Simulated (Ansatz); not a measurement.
# Relaxing TlCl

The calculation used DFT r2SCAN, scalar-relativistic, plane waves, PAW in Ansatz 0.2.0. Settings: 500 eV cutoff, 6×6×6 k-mesh, Gaussian smearing of 0.02 eV, no spin polarisation.

What was changed in TlI: I → Cl on all its sites, cell and atoms relaxed.

Spin–orbit coupling is left out, which can shift energies with elements as heavy as these.

Command:

```bash
ansatz run input.yaml --threads 1 --pin off --max-ram 2560MiB --backend cpu --events-out ev --progress --plain --runs-dir out
```

Input:

```yaml
crystal:
  lattice:
    - [3.8633015284, 0.0, 0.0]
    - [0.0, 3.8633015284, 0.0]
    - [0.0, 0.0, 3.8633015284]
  atoms:
    - { symbol: Tl, position: [0.0, 0.0, 0.0] }
    - { symbol: Cl, position: [0.5, 0.5, 0.5] }
basis:
  ecutwfc: 500
kpoints:
  mp_grid: { grid: [6, 6, 6] }
hamiltonian:
  xc: r2scan
scf:
  occupations: { method: gaussian, width: 0.02 }
output:
  forces: true
  stress: true
  eigenvalues: true
relax:
  adjacent_minimum: "off"
  f_tol: 0.01
  max_steps: 60
  cell: { stress_tol: 0.1 }
```

F is the free energy. Steps run on the plane waves of an earlier cell, but the last one, and at times one on the way, on a freshly chosen basis, so a repeated geometry can differ a little in energy.

Steps:

```csv
step,F − F(1) (eV),largest force component (eV/Å),V (Å³/atom),P (GPa)
1,0.0000,0.000,28.830,-0.51
2,-0.0016,0.000,28.477,-0.19
3,-0.0019,0.000,28.274,0.01
4,-0.0018,0.000,28.274,0.01
```

Relaxed structure:

```yaml
crystal:
  lattice:
    - [3.83831, 0.00000, 0.00000]
    - [0.00000, 3.83831, 0.00000]
    - [0.00000, 0.00000, 3.83831]
  atoms:
    - { symbol: Tl, position: [0.00000, 0.00000, 0.00000] }
    - { symbol: Cl, position: [0.50000, 0.50000, 0.50000] }
```

It takes space group Pm-3m (No. 221, cubic). The conventional cell has a = 3.838 Å, b = 3.838 Å, c = 3.838 Å, α = 90.00°, β = 90.00°, γ = 90.00°. Tl (site symmetry m-3m) is surrounded by 8 Cl at 3.32 Å. Cl (site symmetry m-3m) has 8 Tl at 3.32 Å as nearest neighbours.

The run converged. It took 6 s on 1 thread of Oxide Virtual Turin-like Processor (Zen 5), on a shared host, peak memory 0.46 GiB.